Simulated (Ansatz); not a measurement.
# TaN (Fm-3m): relaxing the cell for a phonon run

Task: relax TaN (Fm-3m) tightly.

Calculated with Ansatz 0.2.0; DFT PBEsol, scalar-relativistic, plane waves, PAW; PAW set soft_1.

Most raw output is cut from this account.

## Step 1: The structure

The structure is cubic, space group Fm-3m (No. 225). Conventional cell: a = 4.358 Å, b = 4.358 Å, c = 4.358 Å, α = 90.00°, β = 90.00°, γ = 90.00°. Nearest to Ta lie 6 N at 2.18 Å. N has 6 Ta at 2.18 Å nearest. Farther neighbours and most contacts between anions are not listed.

## Step 2: Probe on a coarse mesh

First a cheap look: the gap decides the mesh and the occupations, the pressure tells how far the cell has to move.

Input file input.yaml:

```yaml
crystal:
  lattice:
    - [0.0, 2.179, 2.179]
    - [2.179, 0.0, 2.179]
    - [2.179, 2.179, 0.0]
  atoms:
    - { symbol: Ta, position: [0.5, 0.5, 0.5] }
    - { symbol: "N", position: [0.0, 0.0, 0.0] }
kpoints:
  mp_grid: { grid: [8, 8, 8] }
hamiltonian:
  xc: pbesol
  pseudopotentials: { kind: paw, azcp: { folder: soft_1 }, xc_functional: pbe }
scf:
  occupations: { method: gaussian, width: 0.1 }
output:
  forces: true
  stress: true
  eigenvalues: true
```

On the command line:

```bash
$ ansatz run input.yaml --threads 4 --pin off --max-ram 10240MiB --backend cpu --events-out ev --progress --plain --runs-dir out
```

Elapsed: 0.49 s, on 4 threads of Arm Neoverse V1, shared host; peak memory 0.27 GiB.

This step gave:

```
pressure          : 4.386 GPa
volume per atom   : 10.35 Å³
gap on the k-mesh : 0 eV
```

The coarse mesh shows no gap and a pressure of 4.4 GPa.

## Step 3: Bringing the structure to rest

Harmonic phonons are second derivatives at a point where the forces vanish, and they are wanted at zero stress, so atoms and cell are relaxed first.

input.yaml, the sections that differ from step 2:

```yaml
kpoints:
  mp_grid: { grid: [16, 16, 16] }
output:
  forces: true
  stress: true
  eigenvalues: true
  write_density: true
  write_potential: true
  elf: true
  volumetric_format: npy
relax:
  adjacent_minimum: "off"
  f_tol: 0.005
  max_steps: 80
  cell: { stress_tol: 0.05 }
# crystal, hamiltonian, scf: as in step 2
```

It took 4 s on 4 threads; peak memory 0.39 GiB; 14 s of CPU time.

Step by step:

```
step  energy less that of the first step (eV)  largest force component (eV/Å)  pressure (GPa)  volume (Å³)
   1                                   0.0000                          0.0000            4.24        20.69
   2                                  -0.0021                          0.0000           -1.54        21.02
   3                                  -0.0027                          0.0000           -0.03        20.93
  4*                                  -0.0031                          0.0000            0.01        20.93
```

Relaxation steps marked * repeat the geometry before them on a plane-wave basis chosen anew for their cell, so energy and pressure can jump there.

Forces are held to the 48 operations that the run works with; a distortion that breaks them can't arise in this run.

```
conventional cell, symmetrised  before  after  change
                         a (Å)   4.358  4.375  +0.4 %
                         b (Å)   4.358  4.375  +0.4 %
                         c (Å)   4.358  4.375  +0.4 %
              volume (Å³/atom)   10.35  10.47  +1.2 %
```

Final coordinates:

```
Ta N
1.0
     0.00000    2.18739    2.18739
     2.18739    0.00000    2.18739
     2.18739    2.18739    0.00000
Ta N
1 1
Cartesian
  2.1874 2.1874 2.1874
  0.0000 0.0000 0.0000
```

Numbers from this step:

| Property | Result |
| --- | --- |
| pressure | 0.008249 GPa |
| volume per atom | 10.47 Å³ |

Electrostatic potential energy in the ac plane of the conventional cell at fractional y = 0.000, with atoms of Ta and N within 0.2 Å of it. With pseudopotentials it is smooth inside the atoms' cores, unlike the true potential.

Ten even steps from '0' (-44 eV) to '9' (19 eV), each cell a mean:
```
14896200148962
57998522368996
99999866789999
78999998999988
45799987899864
02589743589731
00479510378620
01489621489620
23689965799852
67899999999986
89999887899999
78998644579998
35897310258974
03786200047951
```
Columns run along a (4.4 Å; values clipped at the 3rd and 97th percentile), rows up along c (4.4 Å), edges of the conventional cell, whose origin can differ from the input's. Atoms in or near the plane, at fractional coordinates: Ta at (0.50, 0.00), Ta at (0.00, 0.50), N at (0.00, 0.00), N at (0.50, 0.50).

Valence density in the ac plane of the conventional cell at fractional y = 0.000, with atoms of Ta and N within 0.2 Å of it. It is the smooth field of the valence electrons, not physical close to the nuclei.

Ten even steps from '_' (0.3 e/Å³) to '@' (4.6 e/Å³), each cell a mean:
```
##++..__..**@@@@@@==__..--**
--::______--**##++..____..--
..__________..::..________..
..__________________________
==--..______..::..______..==
@@%%--____::++++--..__..++@@
##@@==....--####++::__::##@@
@@@@==__..--**##++..__..**@@
##++..____..----::______--**
::..________....__________..
______________..____________
::..______..====--..______..
++--..__..++@@@@%%--____::++
##++::__::##@@##@@==....--##
```
Columns run along a (4.4 Å), rows up along c (4.4 Å), edges of the conventional cell, whose origin can differ from the input's. Atoms in or near the plane, at fractional coordinates: Ta at (0.50, 0.00), Ta at (0.00, 0.50), N at (0.00, 0.00), N at (0.50, 0.50).

ELF in the ac plane of the conventional cell at fractional y = 0.000, with atoms of Ta and N within 0.2 Å of it. It is the smooth field of the valence electrons, not physical close to the nuclei.

Ten even steps from '_' (0.17) to '@' (0.76), each cell a mean:
```
--%%@@::--%%++--%%**..++@@++
@@@@##::..**%%%%%%==__==@@@@
**++--..__..----::____::==++
....____..::::::::....____..
**++::__--##@@@@%%**..__==**
**@@++..++@@%%##@@%%::::%%%%
__****..**@@--__##@@::--%%--
--%%**..++@@++--%%@@::--%%++
%%%%==__==@@@@@@@@##::..**%%
--::____::==++**++--..__..--
::::....____......____..::::
@@%%**..__==****++::__--##@@
##@@%%::::%%%%**@@++..++@@%%
__##@@::--%%--__****..**@@--
```
Columns run along a (4.4 Å), rows up along c (4.4 Å), edges of the conventional cell, whose origin can differ from the input's. Atoms in or near the plane, at fractional coordinates: Ta at (0.50, 0.00), Ta at (0.00, 0.50), N at (0.00, 0.00), N at (0.50, 0.50).

In this step the volume went from 10.35 to 10.47 Å³/atom.

## Step 4: Relaxing to small forces for the phonons

Phonons need a cell at rest on their own settings, so the relaxation is repeated with tight tolerances on forces and stress, using the mesh and the filling of the phonon run that follows.

input.yaml, the sections that differ from step 3:

```yaml
crystal:
  lattice:
    - [0.0, 2.1873937018, 2.1873937018]
    - [2.1873937018, 0.0, 2.1873937018]
    - [2.1873937018, 2.1873937018, 0.0]
  atoms:
    - { symbol: Ta, position: [0.5, 0.5, 0.5] }
    - { symbol: "N", position: [0.0, 0.0, 0.0] }
scf:
  occupations: { method: methfessel_paxton, width: 0.2 }
output:
  forces: true
  stress: true
  eigenvalues: true
relax:
  adjacent_minimum: "off"
  f_tol: 0.001
  max_steps: 60
  cell: { stress_tol: 0.01 }
# kpoints, hamiltonian: as in step 3
```

The job ended after 2.2 s (4 threads; peak memory 0.35 GiB; 7.4 s of CPU time).

Little changed from the start: no atom moved by 0.005 Å and no cell edge by 0.1 %.

Numbers from this step:

| Item | Value |
| --- | --- |
| pressure | -0.002926 GPa |

The forces vanish by symmetry and the pressure is -0.003 GPa, within the tolerances set. The cell now holds 10.47 Å³/atom.

## Step 5: Summary of results

| Quantity | Value |
| --- | --- |
| space group after relaxation (within 0.01 Å) | Fm-3m |
| lattice constant a | 4.375 Å |
| lattice constant b | 4.375 Å |
| lattice constant c | 4.375 Å |
| volume per atom | 10.5 Å³ |

The forces vanish by symmetry and the pressure is -0.003 GPa, within the tolerances set. The cell now holds 10.47 Å³/atom. The relaxation keeps the symmetry of its start, so it says nothing on stability against lower symmetry. Spin-orbit coupling is left out, which can matter for the heavy elements here. The PAW files were made for PBE and serve the other functionals too.

[Logs are printed without paths, hosts, clocks, repeated set-up lines and the standing remarks that a program may print on its own settings, such as how far it seeks lower states.]

[Hosts, paths, dates, database ids (printed as entryN), source tags and the programs' standing remarks are cut or masked in the printed files.]
